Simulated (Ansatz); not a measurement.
## HfN: the change of pressure and energy less free atoms with volume per atom

Results calculated with Ansatz 0.2.0, not measured. Periodic Kohn-Sham DFT of a crystal at fixed atoms; pressure and stress are positive in compression; the energy is the free energy less that of spherical unpolarised free atoms; site moments are those in the method's own spheres, positive along +z.

Cell of the first row (space group Fm-3m, No. 225):
```
CELL_PARAMETERS angstrom
0.00000 2.21290 2.21290
2.21290 0.00000 2.21290
2.21290 2.21290 0.00000
ATOMIC_POSITIONS crystal
Hf 0.00000 0.00000 0.00000
N 0.50000 0.50000 0.50000
```

Settings of every row: method all-electron LAPW; functional PBE; relativity scalar; k mesh 10x10x10; filling fermi-dirac; smearing width 0.03 eV; basis error target 1 meV/atom; nucleus gaussian.

Atom start moment: 0 on all atoms.

Limits: no spin-orbit coupling on heavy atoms.

```csv
row,volume per atom (Å³),pressure (GPa),energy less free atoms (eV/atom)
1,10.836,25.651,-9.4466
2,11.067,18.225,-9.478
3,11.297,11.533,-9.4994
4,11.413,?,?
5,11.528,5.502,-9.5115
6,11.643,2.713,-9.5145
7,11.758,0.065,-9.5155
8,11.989,-4.838,-9.512
9,12.22,-9.257,-9.5018
```

Question: what pressure and energy less free atoms should row 4 give?

Worked fit of pressure. Take u = (V_r/V)^(2/3) − 1 with V_r = 11.585 Å³ an atom, which is twice the finite (Eulerian) strain; such expansions in the strain, on which the Birch-Murnaghan equation of state is built, carry the rest volume and the bulk modulus. The shown rows have u = 0.04557, 0.03097, 0.01692, 0.00329, -0.00332, -0.00983, -0.02259, -0.03495. Least squares give pressure = 4.0957 + 421.347 × u + 1130.61 × u² GPa; a straight line predicts inner rows, each left out in turn, worse (root mean square 0.58 against 0.011 GPa). The rows lie off it by 0.007, -0.004, -0.016, 0.008, 0.004, 0.002, 0.008, -0.008 (root mean square 0.0082 GPa). The pressure vanishes at u = -0.0100, or V = 11.76 Å³ an atom, and there the bulk modulus at fixed shape and fractions is B = −V dP/dV = (2/3)(1 + u) dP/du = 263 GPa. The withheld row has u = 0.01002, so the fit gives 4.0957 + 421.347 × (0.01002) + 1130.61 × (0.01002)² = 8.431 GPa.

The calculation gave 8.439 GPa. The fit lies 0.008 GPa (0.023 % of the column's range) below it; its largest miss of a shown row is 0.016 GPa.

Worked fit of energy less free atoms. Take u = (V_r/V)^(2/3) − 1 with V_r = 11.585 Å³ an atom, which is twice the finite (Eulerian) strain; such expansions in the strain, on which the Birch-Murnaghan equation of state is built, carry the rest volume and the bulk modulus. The shown rows have u = 0.04557, 0.03097, 0.01692, 0.00329, -0.00332, -0.00983, -0.02259, -0.03495. Least squares give energy less free atoms = −9.51326 + 0.4486 × u + 22.247 × u² eV/atom; a straight line predicts inner rows, each left out in turn, worse (root mean square 0.011 against 6.6e-05 eV/atom). The rows lie off it by 0.0000, 0.0000, -0.0001, 0.0000, 0.0000, 0.0000, 0.0000, 0.0000. Its lowest point lies at u = -0.0101, or V = 11.76 Å³ an atom, and the curvature there gives the bulk modulus at fixed shape and fractions, B = (4/9)(1 + u)² E″(u)/V = 264 GPa. The withheld row has u = 0.01002, so the fit gives −9.51326 + 0.4486 × (0.01002) + 22.247 × (0.01002)² = -9.5065 eV/atom.

The calculation gave -9.5065 eV/atom. The fit meets it to the printed digit.
